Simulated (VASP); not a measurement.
# NaCl (P4/mmm) in VASP: further runs

Runs on NaCl. Level: PBE. Tasks: single point.

Everything below comes from runs of VASP 6.6.1. Logs are shortened: lines on timing, memory, paths and dates and some standing lists are left out, and cuts for length are marked.

**1. The cell of the first run**

Symmetry: P4/mmm, No. 123, tetragonal system. Conventional cell: a = 3.327 Å, b = 3.327 Å, c = 3.590 Å, α = 90.00°, β = 90.00°, γ = 90.00°. Na (site symmetry 4/mmm) has 8 Cl at 2.96 Å and 4 Na at 3.33 Å as nearest neighbours. Cl (site symmetry 4/mmm) is surrounded by 8 Na at 2.96 Å and 4 Cl at 3.33 Å.

Measurements of this composition are mostly on another form, of space group No. 225.

**2. Single point, PBE (strain -0.050 along x and y, +0.025 along z, atoms carried along)**

The input, INCAR:

```
PREC     = Accurate       # precision mode
ENCUT    = 520            # plane-wave cutoff, eV
EDIFF    = 1E-6           # SCF threshold, eV
ISMEAR   = 0              # smearing method
SIGMA    = 0.05           # smearing width, eV
LREAL    = False          # projectors in reciprocal space
LASPH    = True           # aspherical terms in the spheres
NELM     = 60             # most SCF steps
ALGO     = Normal         # electronic algorithm
ISIF     = 2              # what is computed and relaxed
LWAVE    = False          # write WAVECAR
LCHARG   = False          # write CHGCAR
GGA      = PE             # functional
NBANDS   = 14             # bands
```

The input, KPOINTS:

```
Automatic mesh
0
Gamma
  6 6 6
```

The input, POSCAR:

```
NaCl
1.0
    3.3270805000      0.0000000000      0.0000000000
    0.0000000000      3.3270805000      0.0000000000
    0.0000000000      0.0000000000      3.5897447500
Na Cl
1 1
Direct
    0.0000000000      0.0000000000      0.0000000000
    0.5000000000      0.5000000000      0.5000000000
```

Potentials or basis: VASP PAW PBE potentials, release 64 (Na_pv, Cl).

Run with:

```console
$ cat potpaw_PBE.64/Na_pv/POTCAR potpaw_PBE.64/Cl/POTCAR > POTCAR
$ mpirun -np 1 vasp_std > vasp.out
```

OUTCAR:

```text
PREC = Accurate
   ENCUT = 520
   EDIFF = 1E-6
   ISMEAR = 0
   LREAL = False
   LASPH = True
   NELM = 60
   ISIF = 2
   GGA = PE

 ion  position               nearest neighbor table
   1  0.000  0.000  0.000-
   2  0.500  0.500  0.500-

  LATTYP: Found a simple tetragonal cell.
 ALAT       =     3.3270805000
 C/A-ratio  =     1.0789473684

  Lattice vectors:

 A1 = (   3.3270805000,   0.0000000000,   0.0000000000)
 A2 = (   0.0000000000,   3.3270805000,   0.0000000000)
 A3 = (   0.0000000000,   0.0000000000,   3.5897447500)

Analysis of symmetry for initial positions (statically):
=====================================================================
 Subroutine PRICEL returns:
 Original cell was already a primitive cell.

 Routine SETGRP: Setting up the symmetry group for a
 simple tetragonal supercell.

 Subroutine GETGRP returns: Found 16 space group operations
 (whereof 16 operations were pure point group operations)
 out of a pool of 16 trial point group operations.

The static configuration has the point symmetry D_4h.

Analysis of symmetry for dynamics (positions and initial velocities):
=====================================================================
 Subroutine PRICEL returns:
 Original cell was already a primitive cell.

 Routine SETGRP: Setting up the symmetry group for a
 simple tetragonal supercell.

 Subroutine GETGRP returns: Found 16 space group operations
 (whereof 16 operations were pure point group operations)
 out of a pool of 16 trial point group operations.

The dynamic configuration has the point symmetry D_4h.

 Subroutine INISYM returns: Found 16 space group operations
 (whereof 16 operations are pure point group operations),
 and found     1 'primitive' translations

----------------------------------------------------------------------------------------

                                     Primitive cell

  volume of cell :      39.7366

  direct lattice vectors                    reciprocal lattice vectors
     3.327080500  0.000000000  0.000000000     0.300563813  0.000000000  0.000000000
     0.000000000  3.327080500  0.000000000     0.000000000  0.300563813  0.000000000
     0.000000000  0.000000000  3.589744750     0.000000000  0.000000000  0.278571339

  length of vectors
     3.327080500  3.327080500  3.589744750     0.300563813  0.300563813  0.278571339

  position of ions in fractional coordinates (direct lattice)
     0.000000000  0.000000000  0.000000000
     0.500000000  0.500000000  0.500000000

  ion indices of the primitive-cell ions
   primitive index   ion index
                 1           1
                 2           2

----------------------------------------------------------------------------------------

 KPOINTS: Automatic mesh

Automatic generation of k-mesh.
 Grid dimensions read from file:
 generate k-points for:    6    6    6

 Generating k-lattice:

  Cartesian coordinates                     Fractional coordinates (reciprocal lattice)
     0.050093969  0.000000000  0.000000000     0.166666667  0.000000000  0.000000000
     0.000000000  0.050093969  0.000000000     0.000000000  0.166666667  0.000000000
     0.000000000  0.000000000  0.046428556     0.000000000  0.000000000  0.166666667

  Length of vectors
     0.050093969  0.050093969  0.046428556

  Shift w.r.t. Gamma in fractional coordinates (k-lattice)
     0.000000000  0.000000000  0.000000000

 Subroutine IBZKPT returns following result:
 ===========================================

 Found     40 irreducible k-points:

 Following reciprocal coordinates:
            Coordinates               Weight
  0.000000  0.000000  0.000000      1.000000
  0.166667  0.000000  0.000000      4.000000
  0.333333  0.000000  0.000000      4.000000
  0.500000  0.000000  0.000000      2.000000
  0.166667  0.166667  0.000000      4.000000
  0.333333  0.166667  0.000000      8.000000
[... 16 lines left out ...]
  0.333333  0.000000  0.333333      8.000000
  0.500000  0.000000  0.333333      4.000000
 [... further k-points ...]
   k-points           NKPTS =     40   k-points in BZ     NKDIM =     40   number of bands    NBANDS=     14
   number of dos      NEDOS =    301   number of ions     NIONS =      2
   total plane-waves  NPLWV =  21952
   dimension x,y,z NGX =    28 NGY =   28 NGZ =   28
   dimension x,y,z NGXF=    56 NGYF=   56 NGZF=   56
   ions per type =               1   1
   NGX,Y,Z   is equivalent  to a cutoff of  13.99, 13.99, 12.97 a.u.
   NGXF,Y,Z  is equivalent  to a cutoff of  27.98, 27.98, 25.93 a.u.
 SYSTEM =  unknown system
   PREC   = accura    normal or accurate (medium, high low for compatibility)
   ISTART =      0    job   : 0-new  1-cont  2-samecut
   ICHARG =      2    charge: 1-file 2-atom 10-const
   ISPIN  =      1    spin polarized calculation?
   LNONCOLLINEAR =      F non collinear calculations
   LSORBIT =      F    spin-orbit coupling
   LASPH  =      T    aspherical Exc in radial PAW
   ENCUT  =  520.0 eV  38.22 Ry    6.18 a.u.   6.19  6.19  6.67*2*pi/ulx,y,z
   NELM   =     60;   NELMIN=  2; NELMDL= -5     # of ELM steps
   EDIFF  = 0.1E-05   stopping-criterion for ELM
   LREAL  =      F    real-space projection
   EDIFFG = 0.1E-04   stopping-criterion for IOM
   NSW    =      0    number of steps for IOM
   IBRION =     -1    ionic relax: 0-MD 1-quasi-New 2-CG
   NFREE  =      0    steps in history (QN), initial steepest desc. (CG)
   ISIF   =      2    stress and relaxation
   ISYM   =      2    0-nonsym 1-usesym 2-fastsym
   POTIM  = 0.5000    time-step for ionic-motion
   TEBEG  =    0.0;   TEEND  =   0.0 temperature during run
   PSTRESS=    0.0 pullay stress
   NELECT =      14.0000    total number of electrons
   NUPDOWN=      -1.0000    fix difference up-down
   EMIN   =  10.00;   EMAX   =-10.00  energy-range for DOS
   EFERMI =   0.00;   METHOD = LEGACY
   ISMEAR =     0;   SIGMA  =   0.05  broadening in eV -4-tet -1-fermi 0-gaus
   EFERMI_NEDOS =   21; number of points for ismear=-14 and -15
   IALGO  =     38    algorithm
   IMIX   =      4    mixing-type and parameters
     AMIX     =   0.40;   BMIX     =  1.00
     AMIX_MAG =   1.60;   BMIX_MAG =  1.00
  volume/ion in A,a.u.               =      19.87       134.08
  Fermi-wavevector in a.u.,A,eV,Ry     =   1.156256  2.185008 18.190018  1.336929
  Thomas-Fermi vector in A             =   2.292878
   LORBIT       =      0    0 simple, 1 ext, 2 COOP (PROOUT), +10 PAW based schemes
   GGA     = PE    functional components
   LHFCALC =     F    Hartree Fock is set to
   AEXX    =    0.0000 exact exchange contribution
   IVDW    =     0    specifies the selected vdW correction
   LEPSILON=     F    determine dielectric tensor
   LRPA    =     F    only Hartree local field effects (RPA)
 non-spin polarized calculation
 Gauss-broadening in eV      SIGMA  =   0.05
  energy-cutoff  :      520.00
  volume of cell :       39.74
 maximum number of plane-waves:      1092
 NGX is ok and might be reduce to    28
   NGX = 13   NGY = 13   NGZ = 13

 number of electron      14.0000006 magnetization

 Free energy of the ion-electron system (eV)
  ---------------------------------------------------
  ext. energy  EPLUGINS =         0.00000000
  ---------------------------------------------------
  free energy    TOTEN  =        -6.40208912 eV

  energy without entropy =       -6.40208912  energy(sigma->0) =       -6.40208912

 E-fermi :   1.4164     XC(G=0):  -8.7736

 val. band max:        1.2007509077   @ k =   0.5000   0.0000   0.5000
 cond. band min:       5.1640452443   @ k =   0.0000   0.0000   0.0000
 fundamental gap:      3.9632943366
 Fermi energy:         1.4163556607

 k-point     1 :       0.0000    0.0000    0.0000
  band No.  band energies     occupation
      1     -21.0465      2.00000
      2     -21.0465      2.00000
      3     -21.0340      2.00000
      4     -12.6590      2.00000
      5       0.0115      2.00000
      6       0.6974      2.00000
      7       0.6974      2.00000
      8       5.1640      0.00000
      9       9.2472      0.00000
     10       9.8569      0.00000
     11      16.6318      0.00000
     12      16.8678      0.00000
     13      16.8678      0.00000
     14      17.8372      0.00000

 k-point     2 :       0.1667    0.0000    0.0000
  band No.  band energies     occupation
      1     -21.0634      2.00000
      2     -21.0450      2.00000
      3     -21.0323      2.00000
      4     -12.5412      2.00000
      5      -0.2766      2.00000
      6       0.0918      2.00000
      7       0.7689      2.00000
      8       5.8715      0.00000
      9       9.7125      0.00000
     10      10.5261      0.00000
     11      14.5139      0.00000
     12      15.9011      0.00000
     13      16.8728      0.00000
     14      17.1061      0.00000

 k-point     3 :       0.3333    0.0000    0.0000
  band No.  band energies     occupation
      1     -21.0969      2.00000
      2     -21.0420      2.00000
      3     -21.0288      2.00000
      4     -12.2874      2.00000
      5      -1.7041      2.00000
      6       0.2616      2.00000
      7       0.9190      2.00000
      8       7.1118      0.00000
      9      10.7013      0.00000
     10      10.8785      0.00000
     11      12.7697      0.00000
     12      14.2414      0.00000
     13      15.7112      0.00000
     14      17.6893      0.00000
[... 324 lines left out ...]
 k-point    23 :       0.3333    0.0000    0.3333
  band No.  band energies     occupation
      1     -21.0908      2.00000
      2     -21.0525      2.00000
      3     -21.0401      2.00000
      4     -12.1064      2.00000
      5      -1.4066      2.00000
      6      -1.1802      2.00000
      7       1.0631      2.00000
      8       7.6176      0.00000
      9       9.8780      0.00000
     10      11.9861      0.00000
     11      13.3074      0.00000
     12      14.4197      0.00000
     13      14.7319      0.00000
     14      17.0924      0.00000

 k-point    24 :       0.5000    0.0000    0.3333
  band No.  band energies     occupation
      1     -21.1061      2.00000
      2     -21.0493      2.00000
      3     -21.0387      2.00000
      4     -11.9932      2.00000
      5      -1.8612      2.00000
      6      -1.0551      2.00000
      7       1.1483      2.00000
      8       7.0588      0.00000
      9      10.3015      0.00000
     10      12.5424      0.00000
     11      12.7993      0.00000
     12      13.9676      0.00000
     13      14.7583      0.00000
     14      17.8145      0.00000

 [... further k-points ...]

------------------------ aborting loop because EDIFF is reached ----------------------------------------

  FORCE on cell =-STRESS in cart. coord.  units (eV):
  Direction    XX          YY          ZZ          XY          YZ          ZX
  --------------------------------------------------------------------------------------
  -------------------------------------------------------------------------------------
  Total        1.1972387      1.1972387     -0.4189029      0.0000000      0.0000000      0.0000000
  in kB       48.2726500     48.2726500    -16.8901612      0.0000000      0.0000000      0.0000000
  external PRESSURE =      26.5517129 kB  Pullay stress =       0.0000000 kB

 VOLUME and BASIS-vectors are now :
 -----------------------------------------------------------------------------
  energy-cutoff  :      520.00
  volume of cell :       39.74
      direct lattice vectors                 reciprocal lattice vectors
     3.327080500  0.000000000  0.000000000     0.300563813  0.000000000  0.000000000
     0.000000000  3.327080500  0.000000000     0.000000000  0.300563813  0.000000000
     0.000000000  0.000000000  3.589744750     0.000000000  0.000000000  0.278571339

 POSITION                                       TOTAL-FORCE (eV/Angst)
 -----------------------------------------------------------------------------------
      0.00000      0.00000      0.00000         0.000000      0.000000      0.000000
      1.66354      1.66354      1.79487         0.000000      0.000000      0.000000
 -----------------------------------------------------------------------------------
    total drift:                               -0.000000      0.000000      0.000000

  FREE ENERGIE OF THE ION-ELECTRON SYSTEM (eV)
  ---------------------------------------------------
  free  energy   TOTEN  =        -6.4020891223 eV

  energy  without entropy=       -6.4020891223  energy(sigma->0) =       -6.40208912
```

Run time: 22 s. Hardware: 1 thread of Intel Xeon Platinum 8375C at 2.90GHz (Ice Lake), shared host; peak memory 0.16 GiB.

Results:

```
Free energy            : -6.4021 eV
Pressure               : 2.7 GPa
Band gap on the k mesh : 3.96 eV, indirect (least direct gap 4.47 eV)
```

Stress tensor (GPa, compression positive):
```
 4.83  0.00  0.00
 0.00  4.83  0.00
 0.00  0.00 -1.69
```

Levels at points of the mesh, in eV from the valence-band top:
```csv
k point,band 3,band 4,band 5,band 6,band 7,band 8,band 9,band 10,band 11,band 12
"(0.00, 0.00, 0.00)",-22.23,-13.86,-1.19,-0.50,-0.50,3.96,8.05,8.66,15.43,15.67
"(0.50, 0.00, 0.00)",-22.23,-13.35,-3.50,-0.85,-0.20,6.80,8.97,10.37,10.92,12.42
"(0.50, 0.50, 0.00)",-22.22,-12.97,-2.69,-2.69,-0.47,5.59,9.40,11.17,11.17,11.77
"(0.00, 0.00, 0.50)",-22.24,-13.53,-3.51,-0.33,-0.33,7.19,8.55,10.35,12.23,12.23
"(0.50, 0.00, 0.50)",-22.24,-13.14,-2.89,-2.63,0.00,5.20,10.11,11.00,11.79,12.91
"(0.50, 0.50, 0.50)",-22.25,-12.74,-2.36,-2.36,-2.11,6.92,6.93,6.93,12.07,15.34
```

A k mesh can miss the band edges.

**3. Single point, PBE (strain -0.050 along x and y, -0.025 along z, atoms carried along)**

The input, INCAR:

```
PREC = Accurate ; ENCUT = 520
EDIFF = 1E-6 ; ISMEAR = 0
SIGMA = 0.05 ; LREAL = F
LASPH = T ; NELM = 60
ALGO = Normal ; ISIF = 2
LWAVE = F ; LCHARG = F
GGA = PE ; NBANDS = 14
```

The input, KPOINTS:

```
regular mesh
0
Gamma
  6 6 6
```

Changes to POSCAR since step 2:

```diff
@@ -4,3 +4,3 @@
     0.0000000000      3.3270805000      0.0000000000
-    0.0000000000      0.0000000000      3.5897447500
+    0.0000000000      0.0000000000      3.4146352500
 Na Cl
```

Potentials or basis: VASP PAW PBE potentials, release 64 (Na_pv, Cl).

Run with:

```console
$ cat potpaw_PBE.64/Na_pv/POTCAR potpaw_PBE.64/Cl/POTCAR > POTCAR
$ mpirun -np 1 vasp_std > vasp.out
```

Run time: 25 s. Hardware: 1 thread of Intel Xeon Platinum 8375C at 2.90GHz (Ice Lake), shared host; peak memory 0.16 GiB.

It converged, with:

- Free energy: -6.3952 eV
- Pressure: 4.6 GPa
- Band gap on the k mesh: 4.38 eV, indirect (least direct gap 4.96 eV)

Stress tensor (GPa, compression positive):
```
5.43 0.00 0.00
0.00 5.43 0.00
0.00 0.00 2.95
```

Levels at points of the mesh, in eV from the valence-band top:
```csv
k point,band 4,band 5,band 6,band 7,band 8,band 9,band 10,band 11
"(0.00, 0.00, 0.00)",-13.93,-0.84,-0.58,-0.58,4.38,8.23,8.47,16.17
"(0.50, 0.00, 0.00)",-13.41,-3.62,-0.53,-0.29,7.24,9.46,10.38,11.74
"(0.50, 0.50, 0.00)",-13.03,-2.79,-2.79,-0.18,5.52,9.91,11.79,11.79
"(0.00, 0.00, 0.50)",-13.48,-3.62,-0.34,-0.34,7.35,9.31,10.39,12.22
"(0.50, 0.00, 0.50)",-13.10,-2.87,-2.76,0.00,5.39,10.17,11.75,11.99
"(0.50, 0.50, 0.50)",-12.69,-2.37,-2.37,-2.27,7.03,7.04,7.04,12.63
```

A k mesh can miss the band edges.

(Continued in part 2 of 2.)
